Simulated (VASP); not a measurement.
CdSe:

```
Cd Se
1.0
     4.34609    0.00000    0.00000
    -2.17304    3.76382    0.00000
     0.00000    0.00000    7.08984
Cd Se
2 2
Direct
  0.66667 0.33333 0.49995
  0.33333 0.66667 0.99995
  0.66667 0.33333 0.87591
  0.33333 0.66667 0.37591
```

The cell is a database's computed one.

- Program: VASP 6.6.1
- Task: relaxation of cell and atoms
- Functional: LDA
- Potentials or basis: VASP PAW LDA potentials, release 64 (Cd, Se)
- Cutoff: 600 eV
- k mesh: 9 × 9 × 6
- Occupations: gaussian, width 0.02 eV
- Spin: no spin polarisation

At the start: pressure -3.0 GPa; volume 28.99 Å³/atom.

Where does the relaxation end?

Over 8 steps the energy falls by 16.4 meV/atom and the volume is 27.32 Å³/atom (-5.8 %); space group P6_3mc (No. 186, to 0.05 Å).

The path:
| step | energy change (eV) | largest force (eV/Å) | pressure (GPa) | volume (Å³) |
| --- | --- | --- | --- | --- |
| 1 | 0.0000 | 0.0013 | -2.98 | 115.97 |
| 2 | -0.0580 | 0.0123 | 1.19 | 107.16 |
| 3 | -0.0657 | 0.0090 | 0.00 | 109.28 |
| 4 | -0.0657 | 0.0088 | -0.06 | 109.41 |
| 5 | -0.0657 | 0.0058 | -0.06 | 109.41 |
| 6 | -0.0657 | 0.0033 | -0.06 | 109.40 |
| 7 | -0.0658 | 0.0015 | -0.03 | 109.35 |
| 8 | -0.0658 | 0.0013 | 0.01 | 109.27 |

Final structure:
```yaml
crystal:
  lattice:
    - [4.25895, 0.00000, 0.00000]
    - [-2.12948, 3.68836, 0.00000]
    - [0.00000, 0.00000, 6.95618]
  atoms:
    - { symbol: Cd, position: [0.66667, 0.33333, 0.50018] }
    - { symbol: Cd, position: [0.33333, 0.66667, 0.00018] }
    - { symbol: Se, position: [0.66667, 0.33333, 0.87568] }
    - { symbol: Se, position: [0.33333, 0.66667, 0.37568] }
```
